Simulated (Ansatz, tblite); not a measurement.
# N with GFN1-xTB from a Python script

These are simulated results from tblite 0.8.0, not measurements. The cell began as a database structure and was relaxed with r2SCAN+rVV10 in plane waves (Ansatz 0.2.0). All runs are without spin polarisation.

It is tetragonal, P4_2/mnm (No. 136); a = 3.961 Å, c = 5.133 Å in the conventional setting, 20.13 Å³ an atom. N has 1 N at 1.09 Å.

tblite solves periodic systems at the zone centre alone, so the script builds a cluster of 3×3×2 conventional cells (72 atoms), which folds in a coarse mesh of k points.

Input script:

```python
import json
from ase import Atoms
from ase.build import make_supercell
from ase.units import Bohr, GPa, Hartree
from tblite.interface import Calculator

atoms = Atoms(['N', 'N', 'N', 'N'],
              cell=[[3.96097404, 0.0, 0.0], [0.0, 3.96097404, 0.0], [0.0, 0.0, 5.13318031]],
              scaled_positions=[[0.902406817, 0.902406817, 0.0], [0.597593183, 0.402406817, 0.5], [0.097593183, 0.097593183, 0.0], [0.402406817, 0.597593183, 0.5]],
              pbc=True)
cluster = make_supercell(atoms, [[3, 0, 0], [0, 3, 0], [0, 0, 2]])
calc = Calculator('GFN1-xTB', cluster.numbers, cluster.positions / Bohr, lattice=cluster.cell[:] / Bohr, periodic=cluster.pbc)
calc.set('temperature', 0.02 / Hartree)
calc.set('max-iter', 150)
res = calc.singlepoint()
levels = res.get('orbital-energies') * Hartree
nv = round(res.get('orbital-occupations').sum() / 2)
cells = len(cluster) // len(atoms)
out = {'energy_per_cell': res.get('energy') * Hartree / cells, 'homo': levels[nv - 1], 'lumo': levels[nv],
       'stress': (-res.get('virial') * Hartree / cluster.get_volume() / GPa).tolist(), 'charges': res.get('charges')[:len(atoms)].tolist(), 'electrons': 2 * nv / cells}
json.dump(out, open('results.json', 'w'))
for key, value in out.items():
    print(key, value)
```

Command: `python run.py`. It took 1.4 s on 1 thread of Arm Neoverse V1 (shared host), peak memory 0.1 GiB.

What it printed:

```
------------------------------------------------------------
  cycle        total energy    energy error   density error
------------------------------------------------------------
      1     -228.1198150200  -2.3110664E+02   3.4946585E-01
      2     -228.1198152655  -2.4556380E-07   2.0965132E-01
      3     -228.1198154036  -1.3806726E-07   1.2577844E-05
------------------------------------------------------------

 total:                                   0.588 sec
energy_per_cell -344.85868648638586
homo -14.096867496645048
lumo -8.317140278525436
stress [[1.3585977559183258, -1.6603816537070278e-08, -1.503651084144685e-17], [-1.6603816531874072e-08, 1.3585977559183045, -2.277953770389948e-16], [-1.5622573639072124e-17, -2.290909110476046e-16, -0.2861698164944979]]
charges [-2.9008047297551798e-08, 9.439116155363081e-12, 1.820033013189004e-10, 9.414025115006552e-12]
electrons 20.0
```

The cycle table is in hartree for the whole cluster, and the lines after it are in eV (the energy for one cell). The printed stress is in GPa and positive in compression, and the pressure is its mean diagonal.

GFN1-xTB gives a gap of 5.78 eV. On the same cell, plane-wave PBE (Ansatz, 6×6×6 k points and the special points) gives a gap of 6.85 eV and r2SCAN a gap of 7.49 eV; on shared hosts these took about 3.4 and 8.3 core-seconds on the 4-atom cell, against 1.4 for the script. Semilocal gaps usually lie below measured ones. xTB was fitted to molecules, so gaps, charges and pressures of solids can be far off, and the gap also depends on the size of the cluster.

The same script was run on cells scaled at fixed shape and fractional coordinates:

| volume (Å³/atom) | energy (meV/atom) | pressure (GPa, positive in compression) | gap (eV) |
| --- | --- | --- | --- |
| 17.72 | 102.1 | 14.02 | 6.12 |
| 18.93 | 26.3 | 6.45 | 5.95 |
| 20.13 | 0.0 | 0.81 | 5.78 |
| 21.34 | 10.5 | -3.40 | 5.62 |
| 22.55 | 48.6 | -6.55 | 5.47 |

A Birch-Murnaghan fit puts the minimum at 20.34 Å³/atom, 1.0 % above the given cell, with a bulk modulus of 77.7 GPa at fixed shape.

xTB was fitted mostly to molecules, and a small cluster samples few k points, so gaps, pressures and kinks along a curve can be far from a solid's.
